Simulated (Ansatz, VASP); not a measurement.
**Two plane-wave programs on BaTiO3**

```
Ba Ti O
1.0
     2.86037    1.65144    2.34605
    -2.86037    1.65144    2.34605
     0.00000   -3.30287    2.34605
Ba Ti O
1 1 3
Direct
  0.00268 0.00268 0.00268
  0.51280 0.51280 0.51280
  0.49032 0.49032 0.98258
  0.49032 0.98258 0.49032
  0.98258 0.49032 0.49032
```

Alike in both runs: functional PBE; k mesh 6 × 6 × 6; no spin polarisation; Hubbard terms Ti d U = 4.0 eV.

Ansatz relaxed the structure, and its values are those at the end. VASP's run is a single point on that final structure, the one shown.

|  | VASP | Ansatz |
| --- | --- | --- |
| version | VASP 6.6.1 | Ansatz 0.2.0 |
| potentials or method | VASP PAW PBE potentials, release 64 (Ba_sv, Ti_sv, O) | scalar-relativistic, plane waves, PAW |
| plane-wave cutoff (eV) | 520 | 420 |
| occupations | gaussian, width 0.01 eV | fixed |
| valence electrons in the cell | 40 | 40 |

VASP gave:

- gap on the k mesh at the Fermi level (eV): 2.62
- least direct gap on the mesh (eV): 3.03
- pressure (GPa): 3.5
- rms of the force components (eV/Å): 0.226

Estimate Ansatz's values.

gap on the k mesh at the Fermi level (eV): 2.65; least direct gap on the mesh (eV): 3.03; pressure (GPa): 0.0; rms of the force components (eV/Å): 0.000.

The programs project onto different local orbitals, so the same U acts differently.

Caveats: spin-orbit coupling is left out, which moves the levels of the heavy elements. A k mesh can miss the band edges.
